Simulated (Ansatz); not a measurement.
Crystal: GaSb.

```
Sb Ga
1.0
     0.00000    3.05900    3.05900
     3.05900    0.00000    3.05900
     3.05900    3.05900    0.00000
Sb Ga
1 1
Direct
  0.75000 0.75000 0.75000
  0.00000 0.00000 0.00000
```

Base run:

| Item | Value |
| --- | --- |
| Program | Ansatz 0.2.0 |
| Functional | PBE |
| Potentials or basis | Ansatz PAW |
| Cutoff | 420 eV (not typed: the program's choice for these potentials) |
| k mesh | 8 × 8 × 8 |
| Occupations | fermi-dirac, width 0.05 eV |
| Spin | no spin polarisation |

Its results: band gap on the k mesh none (metal or under the smearing width); pressure 2.3 GPa.

After a change of settings the same cell gave: band gap on the k mesh 0.13 eV, direct; pressure 3.9 GPa. Which change was it?
A. functional from PBE to r2SCAN; cutoff from 420 eV (not typed: the program's choice for these potentials) to 500 eV (not typed: the program's choice for these potentials)
B. functional from PBE to BLYP
C. functional from PBE to PBEsol
D. functional from PBE to RPBE

D.

RPBE binds less tightly than PBE, so the same cell stands under more pressure.

Caveats: spin-orbit coupling is left out, which moves the levels of the heavy elements (some runs); the PAW data sets come from PBE, with cores solved anew for the run's functional, which leaves a small shift of forces and pressure (some runs).
